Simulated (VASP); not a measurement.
Runs of VASP 6.6.1 on AlN. Symmetry: P6_3mc, No. 186, hexagonal system. The conventional cell has a = 3.113 Å, b = 3.113 Å, c = 4.981 Å, α = 90.00°, β = 90.00°, γ = 120.00°. Around Al (site symmetry 3m) lie 4 N at 1.89 Å. N (site symmetry 3m) is surrounded by 4 Al at 1.89 Å. 

```csv
task,level,cell,k mesh,cutoff (eV),smearing,ladder,grid for exact exchange (PRECFOCK),exchange at q = 0,gap on the mesh (eV),pressure (GPa),relaxed volume (Å³/atom),largest force (eV/Å)
relaxation of cell and atoms,PBEsol,relaxed,7 × 7 × 5,600,fermi-dirac 0.05 eV,-,-,-,4.12,0.0,(a),0.01
relaxation of cell and atoms,SCAN,relaxed,7 × 7 × 5,600,fermi-dirac 0.05 eV,-,-,-,4.96,0.1,10.35,0.01
single point,PBEsol,as given,10 × 10 × 6,520,gaussian 0.1 eV,-,-,-,4.15,0.2,-,0.13
relaxation of cell and atoms,revPBE,relaxed,7 × 7 × 5,600,fermi-dirac 0.05 eV,-,-,-,3.99,0.0,10.76,-
band structure,PBE0,as given,6 × 6 × 4,520,gaussian 0.02 eV,gaps,Fast,truncated,6.30,(b),-,0.13
```

Alike in all rows: potentials or basis VASP PAW PBE potentials, release 64 (Al, N); no spin polarisation.

Problem. Estimate the missing entries.

Solution. (a) 10.45; (b) -1.7.

Caveats: the PAW data sets were made with another functional, which shifts forces and pressure a little; an odd mesh through Γ misses points on the zone boundary, where band edges often lie (some runs).

Not every run made on this cell is shown here.
